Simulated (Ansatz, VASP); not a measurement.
# NaH: VASP beside Ansatz

File INCAR:

```
ALGO     = Normal         # electronic algorithm
EDIFF    = 1E-7           # SCF threshold, eV
ENCUT    = 520            # plane-wave cutoff, eV
GGA      = PE             # functional
ISIF     = 2              # what is computed and relaxed
ISMEAR   = 0              # smearing method
LASPH    = T              # aspherical terms in the spheres
LCHARG   = F              # write CHGCAR
LREAL    = F              # projectors in reciprocal space
LWAVE    = F              # write WAVECAR
NBANDS   = 11             # bands
NELM     = 80             # most SCF steps
PREC     = Accurate       # precision mode
SIGMA    = 0.05           # smearing width, eV
```

Contents of KPOINTS:

```
k-points
0
Gamma
  8 8 8
```

POSCAR

```
NaH
1.0
    0.0000000000      2.4400000000      2.4400000000
    2.4400000000      0.0000000000      2.4400000000
    2.4400000000      2.4400000000      0.0000000000
Na H
1 1
Direct
   -0.0076844262     -0.0076844262      0.0076844262
    0.5000000000      0.5000000000      0.5000000000
```

Input for Ansatz:

```yaml
crystal:
  lattice:
    - [0.0, 2.44, 2.44]
    - [2.44, 0.0, 2.44]
    - [2.44, 2.44, 0.0]
  atoms:
    - { symbol: Na, position: [-0.0076844262, -0.0076844262, 0.0076844262] }
    - { symbol: H, position: [0.5, 0.5, 0.5] }
basis:
  ecutwfc: 420
kpoints:
  mp_grid: { grid: [8, 8, 8] }
hamiltonian:
  xc: pbe
scf:
  occupations: { method: gaussian, width: 0.05 }
output:
  forces: true
  stress: true
  eigenvalues: true
```

Change from the starting cell: all Na atoms moved +0.037 Å, as atom 1 towards its neighbour atom 2 (H) at 2.440 Å.

Alike in both runs: task single point; functional PBE; k mesh 8 × 8 × 8; occupations gaussian, width 0.05 eV; no spin polarisation.

```csv
,VASP,Ansatz
version,VASP 6.6.1,Ansatz 0.2.0
potentials or method,"VASP PAW PBE potentials, release 64 (Na_pv, H)","scalar-relativistic, plane waves, PAW"
plane-wave cutoff (eV),520,420
valence electrons in the cell,8,10
```

|  | VASP | Ansatz | Ansatz less VASP |
| --- | --- | --- | --- |
| gap on the k mesh at the Fermi level (eV) | 3.71 | 3.71 | +0.002 |
| least direct gap on the mesh (eV) | 4.55 | 4.56 | +0.004 |
| pressure (GPa) | -0.7 | -0.6 | +0.04 |
| rms of the force components (eV/Å) | 0.017 | 0.017 | -0.0002 |

Atom by atom the forces differ by 0.000 eV/Å (rms over components). The functional is the same, so the differences come from potentials, cutoffs and numerics. The two sets of potentials don't hold the same shells in valence.

A k mesh can miss the band edges.
